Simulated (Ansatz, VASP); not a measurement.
**GaN in two plane-wave programs**

Aim: how closely do two programs agree when they are given the same cell, functional and k mesh? The cell is taken from a series of VASP runs on this material, whose earlier steps may have relaxed, scaled or displaced it; both programs get it as it stands.

Method: plane waves, with VASP 6.6.1 beside it; relaxation of cell and atoms at LDA and band structure at HSE06, in Ansatz 0.2.0.

## Step 1: Set-up

It takes space group P6_3mc (No. 186, hexagonal). Conventional cell: a = 3.158 Å, b = 3.158 Å, c = 5.148 Å, α = 90.00°, β = 90.00°, γ = 120.00°. Nearest to Ga lie 4 N at 1.93 to 1.94 Å. Nearest to N lie 4 Ga at 1.93 to 1.94 Å. Farther neighbours and most contacts between anions are not listed.

Structure file:

```cif
data_structure
_symmetry_space_group_name_H-M 'P 1'
_symmetry_Int_Tables_number 1
_cell_length_a 3.1585
_cell_length_b 3.1585
_cell_length_c 5.1483
_cell_angle_alpha 90.000
_cell_angle_beta 90.000
_cell_angle_gamma 120.000
_cell_volume 44.48
loop_
_atom_site_label
_atom_site_type_symbol
_atom_site_fract_x
_atom_site_fract_y
_atom_site_fract_z
_atom_site_occupancy
Ga1 Ga 0.33333 0.66667 0.09179 1
Ga2 Ga 0.66667 0.33333 0.59179 1
N3 N 0.33333 0.66667 0.46821 1
N4 N 0.66667 0.33333 0.96821 1
```

## Step 2: VASP: relaxation of cell and atoms, LDA

The relaxed volume is the usual yardstick between codes: its relative difference is about their pressure difference at one cell divided by the bulk modulus.

Lines of VASP's logs that name or quote its potential files are left out, and so is its time.

File INCAR:

```
SYSTEM = GaN
PREC = Accurate
ENCUT = 520
EDIFF = 1E-06
NELM = 100
ISMEAR = 0
SIGMA = 0.03
LREAL = .FALSE.
ALGO = Normal
GGA = CA
NBANDS = 24
LORBIT = 11
LWAVE = .FALSE.
LCHARG = .FALSE.
KPAR = 8
IBRION = 2
NSW = 50
ISIF = 3
EDIFFG = -0.006
```

File POSCAR:

```
GaN
1.0
    3.1584834946      0.0000000000      0.0000000000
   -1.5792417473      2.7353269438      0.0000000000
    0.0000000000      0.0000000000      5.1483387765
Ga N
2 2
Direct
    0.3333333333      0.6666666667      0.0917933615
    0.6666666667      0.3333333333      0.5917933615
    0.3333333333      0.6666666667      0.4682066385
    0.6666666667      0.3333333333      0.9682066385
```

File KPOINTS:

```
Automatic mesh
0
Gamma
8 8 4
0 0 0
```

The projector-augmented-wave data sets are Ga_d and N (LDA family, release 64).

Command:

```bash
$ mpirun -np 8 vasp_std
```

Numbers of over 12 decimals in the logs are rounded to 6 here.

What it wrote:

```text
[banner, memory and clock lines left out]
running    8 mpi-ranks, on    1 nodes
 distrk:  each k-point on    1 cores,    8 groups
 distr:  one band on    1 cores,    1 groups

 POSCAR found type information on POSCAR GaN
 POSCAR found :  2 types and       4 ions
|                                                                             |
|           W    W    AA    RRRRR   N    N  II  N    N   GGGG   !!!           |
|           W    W   A  A   R    R  NN   N  II  NN   N  G    G  !!!           |
|           W    W  A    A  R    R  N N  N  II  N N  N  G       !!!           |
|           W WW W  AAAAAA  RRRRR   N  N N  II  N  N N  G  GGG   !            |
|           WW  WW  A    A  R   R   N   NN  II  N   NN  G    G                |
|           W    W  A    A  R    R  N    N  II  N    N   GGGG   !!!           |
|                                                                             |
|     For optimal performance we recommend to set                             |
|       NCORE = 2 up to number-of-cores-per-socket                            |
|     NCORE specifies how many cores store one orbital (NPAR=cpu/NCORE).      |
|     This setting can greatly improve the performance of VASP for DFT.       |
|     The default, NCORE=1 might be grossly inefficient on modern             |
|     multi-core architectures or massively parallel machines. Do your        |
|     Unfortunately you need to use the default for GW and RPA                |
|     calculations (for HF NCORE is supported but not extensively tested      |
|     yet).                                                                   |
|                                                                             |

 LDA part: xc-table for (Slater(with rela. corr.)+CA(PZ))
 , standard interpolation
 POSCAR, INCAR and KPOINTS ok, starting setup
 FFT: planning ... GRIDC
 FFT: planning ... GRID_SOFT
 FFT: planning ... GRID
 WAVECAR not read
 entering main loop
       N       E                     dE             d eps       ncg     rms          rms(c)
DAV:   1     0.276022035710E+03    0.27602E+03   -0.18391E+04  1528   0.283E+03
DAV:   2     0.112956068611E+01   -0.27489E+03   -0.26363E+03  1616   0.523E+02
DAV:   3    -0.311165216529E+02   -0.32246E+02   -0.31976E+02  1712   0.143E+02
DAV:   4    -0.320387078883E+02   -0.92219E+00   -0.92074E+00  1800   0.270E+01
DAV:   5    -0.320560147643E+02   -0.17307E-01   -0.17295E-01  1696   0.335E+00    0.107E+01
DAV:   6    -0.279341374046E+02    0.41219E+01   -0.12777E+01  2480   0.549E+01    0.315E+00
DAV:   7    -0.279708914214E+02   -0.36754E-01   -0.13767E+00  1528   0.900E+00    0.259E+00
DAV:   8    -0.279328375277E+02    0.38054E-01   -0.27975E-01  2464   0.616E+00    0.113E+00
DAV:   9    -0.279097763949E+02    0.23061E-01   -0.84026E-02  2424   0.463E+00    0.328E-01
DAV:  10    -0.279105415488E+02   -0.76515E-03   -0.56957E-03  1544   0.586E-01    0.126E-01
DAV:  11    -0.279103167653E+02    0.22478E-03   -0.12663E-03  2256   0.656E-01    0.448E-02
DAV:  12    -0.279103321845E+02   -0.15419E-04   -0.14079E-04  1520   0.772E-02    0.588E-02
DAV:  13    -0.279103315895E+02    0.59501E-06   -0.19545E-06  1584   0.194E-02
   1 F= -.27910332E+02 E0= -.27910332E+02  d E =-.279103E+02
 curvature:   0.00 expect dE= 0.000E+00 dE for cont linesearch  0.000E+00
 trial: gam= 0.00000 g(F)=  0.468E-06 g(S)=  0.335E-05 ort = 0.000E+00 (trialstep = 0.100E+01)
 search vector abs. value=  0.381E-05
 reached required accuracy - stopping structural energy minimisation
```

From OUTCAR (step 2):

```text
ion  position               nearest neighbor table
   1  0.333  0.667  0.092-   4 1.93   4 1.93   4 1.93   3 1.94
   2  0.667  0.333  0.592-   3 1.93   3 1.93   3 1.93   4 1.94
   3  0.333  0.667  0.468-   2 1.93   2 1.93   2 1.93   1 1.94
   4  0.667  0.333  0.968-   1 1.93   1 1.93   1 1.93   2 1.94

  LATTYP: Found a hexagonal cell.
 ALAT       =     3.1584834946
 C/A-ratio  =     1.6300033815

 Subroutine GETGRP returns: Found 12 space group operations
 (whereof  6 operations were pure point group operations)

The static configuration has the point symmetry C_3v.
 The point group associated with its full space group is C_6v.

 Found     30 irreducible k-points:

   k-points           NKPTS =     30   k-points in BZ     NKDIM =     30   number of bands    NBANDS=     24

   dimension x,y,z NGX =    24 NGY =   24 NGZ =   40
   dimension x,y,z NGXF=    48 NGYF=   48 NGZF=   80

   ENCUT  =  520.0 eV  38.22 Ry    6.18 a.u.   5.87  5.87  9.57*2*pi/ulx,y,z

   NELECT =      36.0000    total number of electrons

 k-points in reciprocal lattice and weights: Automatic mesh
   0.00000000  0.00000000  0.00000000       0.004
   0.12500000 -0.00000000  0.00000000       0.023
   0.25000000 -0.00000000  0.00000000       0.023
   0.37500000  0.00000000  0.00000000       0.023
   0.50000000 -0.00000000  0.00000000       0.012
   0.12500000  0.12500000  0.00000000       0.023
   0.25000000  0.12500000  0.00000000       0.047
   0.37500000  0.12500000  0.00000000       0.047
   0.25000000  0.25000000  0.00000000       0.023
[...]
0.25000000  0.25000000  0.50000000       0.023
   0.37500000  0.25000000  0.50000000       0.023

 average (electrostatic) potential at core
       1 -64.4270       2 -64.4270       3 -61.6731       4 -61.6731

 E-fermi :   5.5695

 k-point     1 :       0.0000    0.0000    0.0000
  band No.  band energies     occupation
    ...
     14       4.2970      2.00000
     15       4.2970      2.00000
     16       5.3225      2.00000
     17       5.3745      2.00000
     18       5.3745      2.00000
     19       7.4767      0.00000
     20       9.7119      0.00000
     21      14.5566      0.00000
     22      15.2346      0.00000
     23      15.2346      0.00000
    ...

 k-point     2 :       0.1250   -0.0000    0.0000
  band No.  band energies     occupation
    ...
     14       3.2100      2.00000
     15       3.9729      2.00000
     16       4.2366      2.00000
     17       5.1591      2.00000
     18       5.2290      2.00000
     19       8.4780      0.00000
     20      10.5733      0.00000
     21      13.9611      0.00000
     22      14.4788      0.00000
     23      15.6240      0.00000
    ...

 k-point     3 :       0.2500   -0.0000    0.0000
  band No.  band energies     occupation
    ...
     14       1.2347      2.00000
     15       2.4855      2.00000
     16       3.3036      2.00000
     17       4.6206      2.00000
     18       4.8546      2.00000
     19       9.7610      0.00000
     20      11.3371      0.00000
     21      12.6922      0.00000
     22      13.8882      0.00000
     23      15.5448      0.00000
    ...

  Total       -0.0102971     -0.0102971      0.0080915      0.0000000      0.0000000      0.0000000
  in kB       -0.3709101     -0.3709101      0.2914627      0.0000000      0.0000000      0.0000000
  external PRESSURE =      -0.1501192 kB  Pullay stress =       0.0000000 kB

  energy-cutoff  :      520.00
  volume of cell :       44.48
      direct lattice vectors                 reciprocal lattice vectors
     3.158483495  0.000000000  0.000000000     0.316607638  0.182793505  0.000000000
    -1.579241747  2.735326944  0.000000000     0.000000000  0.365587010  0.000000000
     0.000000000  0.000000000  5.148338777     0.000000000  0.000000000  0.194237412

 POSITION                                       TOTAL-FORCE (eV/Angst)
 -----------------------------------------------------------------------------------
     -0.00000      1.82355      0.47258        -0.000000      0.000000     -0.001557
      1.57924      0.91178      3.04675         0.000000     -0.000000     -0.001557
     -0.00000      1.82355      2.41049         0.000000      0.000000      0.001557
      1.57924      0.91178      4.98466        -0.000000     -0.000000      0.001557
 -----------------------------------------------------------------------------------
    total drift:                               -0.000000     -0.000000     -0.000967

  FREE ENERGIE OF THE ION-ELECTRON SYSTEM (eV)
  ---------------------------------------------------
  free  energy   TOTEN  =       -27.9103315895 eV

  energy  without entropy=      -27.9103315895  energy(sigma->0) =      -27.91033159

 reached required accuracy - stopping structural energy minimisation

 total charge
# of ion       s       p       d       tot
------------------------------------------
    1        0.801   0.942  10.195  11.938
    2        0.801   0.942  10.195  11.938
    3        1.209   2.509   0.000   3.718
    4        1.209   2.509   0.000   3.718
--------------------------------------------------
tot          4.020   6.903  20.389  31.312

[... 3 further parts left out ...]
```

CONTCAR:

```
GaN
   1.00000000000000
     3.1584834946000000    0.0000000000000000    0.0000000000000000
    -1.5792417473000000    2.7353269438000001    0.0000000000000000
     0.0000000000000000    0.0000000000000000    5.1483387765000002
  Ga              N
     2     2
Direct
     0.3333333332999970    0.6666666667000030    0.0917933615000024
     0.6666666667000030    0.3333333332999970    0.5917933615000024
     0.3333333332999970    0.6666666667000030    0.4682066384999999
     0.6666666667000030    0.3333333332999970    0.9682066384999999
```

## Step 3: Ansatz: relaxation of cell and atoms, LDA

Ansatz runs on its default PAW (the set named soft_2) files.

The same cell, functional (in two slightly different forms), mesh and smearing now go to Ansatz, which takes its cutoff from its data sets.

File input.yaml:

```yaml
crystal:
  lattice:
    - [3.1584834946, 0.0, 0.0]
    - [-1.5792417473, 2.7353269438, 0.0]
    - [0.0, 0.0, 5.1483387765]
  atoms:
    - { symbol: Ga, position: [0.3333333333, 0.6666666667, 0.0917933615] }
    - { symbol: Ga, position: [0.6666666667, 0.3333333333, 0.5917933615] }
    - { symbol: "N", position: [0.3333333333, 0.6666666667, 0.4682066385] }
    - { symbol: "N", position: [0.6666666667, 0.3333333333, 0.9682066385] }
hamiltonian:
  xc: lda
  pseudopotentials: { kind: paw }
kpoints:
  mp_grid: { grid: [8, 8, 4] }
scf:
  occupations: { method: gaussian, width: 0.03 }
relax:
  f_tol: 0.01
  max_steps: 60
  cell: { stress_tol: 0.05 }
output:
  forces: true
  stress: true
```

Command:

```bash
$ ansatz run input.yaml --threads 4 --pin off --max-ram 9216MiB --backend cpu --events-out ev --progress --plain --runs-dir out
```

What it wrote:

```text
Engine: ansatz 0.2.0, aarch64-unknown-linux-gnu
Pseudopotentials: kind: paw
Pseudopotential: Ga, paw, valence charge 13, recommended cutoff 420 eV (normal), Ga.paw.azcp
Pseudopotential: N, paw, valence charge 5, recommended cutoff 420 eV (normal), N.paw.azcp
Functional definition: SPW92
  exchange = slater_x
  correlation = pw_c
Crystal: 4 atoms, lattice volume = 44.479 Å³
Basis set: ecut = 420 eV, 869 PW (Γ)
Bands: 22, of which v1, the nominal top of the filled ones, is band 18 counted from 1 (17 counted from 0)
Symmetry: 12 space group operations
Space group: P63mc (ITA 186), of the structure as read, at distance tolerance 3.5e-5 Å
k-points: 30 of 256 (time reversal used)
Non-local potential: Ga, projectors of the file, l = 0: 2, l = 1: 2, l = 2: 3, l = 3: 1
Non-local potential: N, projectors of the file, l = 0: 2, l = 1: 2, l = 2: 1
PAW form: soft (Blöchl's): semilocal exchange-correlation on the pseudo side does not see the compensation charge
PAW frozen core: Ga, regenerated for the run's functional, and the local potential with it (the file was generated under x = pbe(κ = 0.804, μ = 0.219515), c = pbe(β = 0.066725))
PAW frozen core: N, regenerated for the run's functional, and the local potential with it (the file was generated under x = pbe(κ = 0.804, μ = 0.219515), c = pbe(β = 0.066725))
PAW one-centre angular grid: Ga, 590 points (default); XC on 64 Gauss nodes
PAW one-centre angular grid: N, 110 points (default); XC on 64 Gauss nodes
Initial density: superposition of atomic densities (neutral atoms: chi_scale 0, normalization atom), corrected by the library's trained network
Initial wavefunctions: pseudopotential atomic-orbital guess
Functional: x = slater, c = lda
SCF iter   1: F=—  HF=-8164.210552 eV  |F-HF|=—  |Δ(HF+E_count)|=         —  Δρ=1.35e-2  dr2=7.66e-2  ethr=1.77e-3  ⟨swp⟩=5.5  Hψ=2712  notcnv=0
preconditioner: auto → Resta (q_TF=auto, 2.634 Å⁻¹)  ε∞=5.0  [insulator: Δε(μ)=1.985 eV  Ē_g=16.670 eV  σ=0.030 eV  W_gap=1.00  n_scr=22 (ndim 8)  ℏωp=33.4 eV  f_vac=0.007  D(μ)=0.00/eV (n_scr^D=0)  ε∞_Penn≈5.0]
SCF iter   2: F=—  HF=-8164.188810 eV  |F-HF|=—  |Δ(HF+E_count)|=   2.17e-2  Δρ=3.61e-3  dr2=3.39e-3  ethr=2.13e-4  ⟨swp⟩=2.3  Hψ=1253  notcnv=0
SCF iter   3: F=—  HF=-8164.187875 eV  |F-HF|=—  |Δ(HF+E_count)|=   9.35e-4  Δρ=1.61e-3  dr2=5.46e-4  ethr=9.42e-6  ⟨swp⟩=1.3  Hψ=677  notcnv=0
SCF iter   4: F=—  HF=-8164.187691 eV  |F-HF|=—  |Δ(HF+E_count)|=   1.84e-4  Δρ=1.45e-4  dr2=4.89e-6  ethr=1.52e-6  ⟨swp⟩=2.3  Hψ=1159  notcnv=0
SCF iter   5: F=—  HF=-8164.187686 eV  |F-HF|=—  |Δ(HF+E_count)|=   4.95e-6  Δρ=6.58e-5  dr2=1.43e-6  ethr=1.36e-8  ⟨swp⟩=2.0  Hψ=1196  notcnv=0
SCF iter   6: F=-8164.187685 eV  HF=-8164.187685 eV  |F-HF|=3.14e-9  |Δ(HF+E_count)|=   9.94e-7  Δρ=1.30e-5  dr2=8.32e-8  ethr=2.78e-10  ⟨swp⟩=3.0  Hψ=2965  notcnv=0
SCF 1 converged in 6 iterations: F = -8164.187685 eV  dr2 = 8.32e-8
  greatest PAW one-centre occupation: 0.996 electrons in one spin orbital (limit 2), on the Ga atom at site 0 (counted from 0), in its partial waves of l = 2
relax step   1: F+E_penalty+E_count = -8164.18768520 eV  Δ(F+E_penalty+E_count) = +0.000e0 eV  max|allowed force component| = 2.874e-3 eV/Å  Δτ_max = 0.0000 Å  P = -1.244 GPa  Ω = 44.479 Å³  (6 SCF iters, dr2 threshold 1.00e-7 eV, accepted)
[...]
relax step   2: F+E_penalty+E_count = -8164.18924478 eV  Δ(F+E_penalty+E_count) = -1.560e-3 eV  max|allowed force component| = 1.601e-3 eV/Å  Δτ_max = 0.0000 Å  P = -0.494 GPa  Ω = 44.316 Å³  energy of the carried Pulay correction = +6.752e-4 eV  (4 SCF iters, dr2 threshold 4.00e-7 eV, accepted)
[...]
relax step   3: F+E_penalty+E_count = -8164.18985273 eV  Δ(F+E_penalty+E_count) = -6.079e-4 eV  max|allowed force component| = 3.369e-4 eV/Å  Δτ_max = 0.0000 Å  P = +0.004 GPa  Ω = 44.210 Å³  energy of the carried Pulay correction = +1.119e-3 eV  (4 SCF iters, dr2 threshold 4.00e-7 eV, accepted)
[...]
relax step   4: F+E_penalty+E_count = -8164.18887636 eV  Δ(F+E_penalty+E_count) = +9.764e-4 eV  max|allowed force component| = 4.053e-4 eV/Å  Δτ_max = 0.0000 Å  P = -0.029 GPa  Ω = 44.210 Å³  stress off target by 2.98e-2 GPa  SCF on the basis re-selected at this cell (its energy is not comparable with the rows above)  (6 SCF iters)
basis re-selected at this cell: Δ(F+E_penalty+E_count) = +9.764e-4 eV, ΔP = -0.034 GPa vs the last step (what re-selecting the basis moved, of the pressure what is left beyond the Pulay correction that the steps carried, after the strain that the cell walked since its last selection, with what the two solves' SCF thresholds leave and, on support functions, any second-order correction that the steps lacked; it is no m [...]
SCF converged after 6 iterations
Free energy (F): -8164.188876 eV
Harris-Foulkes:  -8164.188876 eV  (|F-HF|=9.09e-13)
Internal energy: -8164.188876 eV  (E = F + TS)
E sigma→0 (E₀):  -8164.188876 eV
Fermi energy:    10.902371 eV
--- Per-component energies (eV) ---
  E_band       = -8.976557
  E_kinetic    = 496.109523
  E_local      = -3859.220847  (includes V_loc(G=0)·N_el)
  E_nonlocal   = 955.469915
  E_hartree    = 1774.989131
  E_xc         = -256.470894
  E_vxc        = -269.435092  (∫ρ·V_xc dr)
  E_paw        = -4070.218697  (= ΣΔE_a)
  E_vpaw       = -881.878242  (= ΣTr[D̂ρ^β])
  E_aug_tail   = 0.000033  (compensation charges beyond the density's cutoff)
  E_ewald      = -3208.464086
  E_core_change = 3.617048  (= ΣΔE_core)
  E_smearing   = -0.000000  (= −TS)
  E_closure    = 0.000000  (closes the sum)
  Σ components = -8164.188876   (vs F -8164.188876, Δ=0.00e0)
--- Forces (eV/Å), atoms counted from 1 ---
  atom   1  Ga     0.00000000     0.00000000    -0.00040588
  atom   2  Ga     0.00000000    -0.00000000    -0.00040588
  atom   3  N      0.00000000     0.00000000     0.00040471
  atom   4  N     -0.00000000    -0.00000000     0.00040471
  max |Σ_I F_I| component: 2.34e-6 eV/Å
--- Stress (GPa, compression-positive) ---
       -0.029223       0.000000       0.000000
        0.000000      -0.029223       0.000000
        0.000000       0.000000      -0.029767
  P = ⅓ Tr σ = -0.0294 GPa (-0.294 kbar)
--- Relaxed structure (3 steps of the walk, 3 accepted, 1 SCFs on fresh bases) ---
  F+E_penalty+E_count = -8164.18887636 eV   max|allowed force component| = 4.053e-4 eV/Å   (the final SCF, on the basis selected at the relaxed cell)
  cell:  # Å, volume = 44.2097 Å³
    - [3.151910, 0.0, 0.0]
    - [-1.575955, 2.729634, 0]
    - [0.0, 0, 5.138537]
  atoms:
    - { symbol: Ga, position: [0.333333, 0.666667, 0.091798] }
    - { symbol: Ga, position: [0.666667, 0.333333, 0.591798] }
    - { symbol: N, position: [0.333333, 0.666667, 0.468202] }
    - { symbol: N, position: [0.666667, 0.333333, 0.968202] }
```

Wall time 2.9 s (4 threads of Arm Neoverse V1, shared host); peak memory 0.35 GiB; 10 s of CPU time.

## Step 4: Side by side

Known differences besides the potentials themselves: the two LDA forms differ slightly; both relaxations stop at a tolerance, which leaves soft axes loose, and VASP keeps its plane-wave basis; the cutoff is 420 eV in Ansatz and 520 eV in VASP; VASP's log shows a relativistic correction to its local exchange, Ansatz's none; Ansatz adds a Pulay correction to the stress that steers its cell, VASP none. Total energies have different zeros and are not compared.

Both answers:

| quantity | Ansatz | VASP | difference |
| --- | --- | --- | --- |
| volume (Å³) | 44.21 | 44.48 | -0.61 % |
| edge a after relaxation, in the typed setting (Å) | 3.152 | 3.159 | -0.21 % |
| edge c after relaxation, in the typed setting (Å) | 5.138 | 5.148 | -0.19 % |

The walks stopped with -0.03 GPa left in Ansatz and -0.02 GPa in VASP; each walk ends within a tolerance, so the volume difference is uncertain by about these residues over the bulk modulus, most in soft cells.

[end of part 1 of 2]

[Lines on the potential files, build, host, timing and source positions are cut from VASP's logs without a mark.]

[Logs are printed without paths, hosts, clocks, repeated set-up lines and the standing remarks that a program may print on its own settings, such as how far it seeks lower states.]

[Hosts, paths, dates, database ids (printed as entryN), source tags and the programs' standing remarks are cut or masked in the printed files.]
